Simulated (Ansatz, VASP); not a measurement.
# BN in VASP and in Ansatz

The input INCAR:

```
SYSTEM = BN
  ALGO = Fast
  EDIFF = 1E-7
  EDIFFG = -0.01
  ENCUT = 480
  GGA = PE
  IBRION = 2
  ISIF = 3
  ISMEAR = -1
  LASPH = .TRUE.
  LCHARG = .FALSE.
  LREAL = .FALSE.
  LWAVE = .FALSE.
  NELM = 100
  NSW = 60
  PREC = Accurate
  SIGMA = 0.05
```

Contents of KPOINTS:

```
k-points
0
G
  13 13 13
  0 0 0
```

POSCAR

```
BN
1.0
    0.0000000000      1.8130010000      1.8130010000
    1.8130010000      0.0000000000      1.8130010000
    1.8130010000      1.8130010000      0.0000000000
N B
1 1
Direct
    0.2500000000      0.2500000000      0.2500000000
    0.0000000000      0.0000000000      0.0000000000
```

File input.yaml:

```yaml
crystal:
  lattice:
    - [0.0, 1.813001, 1.813001]
    - [1.813001, 0.0, 1.813001]
    - [1.813001, 1.813001, 0.0]
  atoms:
    - { symbol: "N", position: [0.25, 0.25, 0.25] }
    - { symbol: B, position: [0.0, 0.0, 0.0] }
hamiltonian:
  xc: pbe
  pseudopotentials: { kind: paw }
kpoints:
  mp_grid: { grid: [13, 13, 13] }
scf:
  occupations: { method: fermi_dirac, width: 0.05 }
output:
  forces: true
  stress: true
  write_density: true
  write_potential: true
  elf: true
  volumetric_format: npy
relax:
  f_tol: 0.01
  max_steps: 40
  cell: { stress_tol: 0.05 }
```

The cell is a database's computed one.

Alike in both runs: task relaxation of cell and atoms; functional PBE; k mesh 13 × 13 × 13; occupations fermi-dirac, width 0.05 eV; no spin polarisation.

|  | VASP | Ansatz |
| --- | --- | --- |
| version | VASP 6.6.1 | Ansatz 0.2.0 |
| potentials or method | VASP PAW PBE potentials, release 64 (N_s, B_s) | Ansatz PAW |
| plane-wave cutoff (eV) | 480 | 420 |
| valence electrons in the cell | 8 | 8 |

VASP gave:

```
gap on the k mesh at the Fermi level, each at its own relaxed structure (eV) : 4.54
relaxed volume (Å³/atom)                                                     : 5.96
relaxed cell length with the largest relative difference (Å)                 : 2.564
```

Question: Which values does Ansatz return?

Answer: gap on the k mesh at the Fermi level, each at its own relaxed structure (eV): 4.54; relaxed volume (Å³/atom): 5.95; relaxed cell length with the largest relative difference (Å): 2.563.

Caveats: the relaxation stopped at its first step, so nothing moved (VASP); an odd mesh through Γ misses points on the zone boundary, where band edges often lie (VASP); odd divisions of the mesh miss points on the zone boundary, where band edges often lie, so the gap on the mesh can be too wide (Ansatz); the plane-wave basis is chosen anew once the cell has moved, so the energies of steps on either side of that aren't comparable (Ansatz); the pressure holds a Pulay correction of +1.1 GPa for the finite cutoff (Ansatz). As with any semilocal functional, this PBE gap is likely too small.
